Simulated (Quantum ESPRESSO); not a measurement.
**Sc under changes of volume**

One of the cells (25.253 Å³/atom); the others are scaled copies at fixed shape and fractional positions:

```
Sc
1.0
     5.42268    0.00000    0.00000
     0.00000    5.42268    0.00000
     0.00000    0.00000    3.43521
Sc
4
Direct
  0.00000 0.50000 0.46734
  0.50000 0.00000 0.53266
  0.00000 0.00000 0.00000
  0.50000 0.50000 0.00000
```

This isn't the form of Sc at room conditions, which is hcp.

- Program: Quantum ESPRESSO 7.5
- Functional: PBE
- Potentials or basis: SSSP 1.3 efficiency PBE
- Cutoff: 816 eV
- Density cutoff: 3265 eV
- k mesh: 5 × 5 × 8
- Occupations: fermi-dirac, width 0.05 eV
- Spin: no spin polarisation

```tsv
volume (Å³/atom)	energy over the lowest point (meV/atom)	pressure (GPa)	largest force (eV/Å)
23.738	7.68	2.5	0.175
24.243	2.00	1.3	0.189
24.748	0.00	0.2	0.200
25.253	1.36	-0.9	0.211
25.758	5.79	-1.8	0.219
26.264	13.06	-2.7	0.227
26.769	?	?	?
```

Task: What does the run at 26.769 Å³/atom give?

Result: Energy over the lowest point 22.93 meV/atom; pressure -3.5 GPa; largest force 0.233 eV/Å.

Worked out: A Birch-Murnaghan fit of order 3 (a polynomial in V^(-2/3)) to the other rows has its minimum at 24.79 Å³/atom with B0 = V·E''(V) = 52 GPa and B' = 3.4 at fixed shape and positions, which overstates the stiffness. It gives 22.89 meV/atom at 26.769 Å³/atom, against the run's 22.93, and -dE/dV = -3.5 GPa, against -3.5.

Energies are extrapolated to zero smearing.
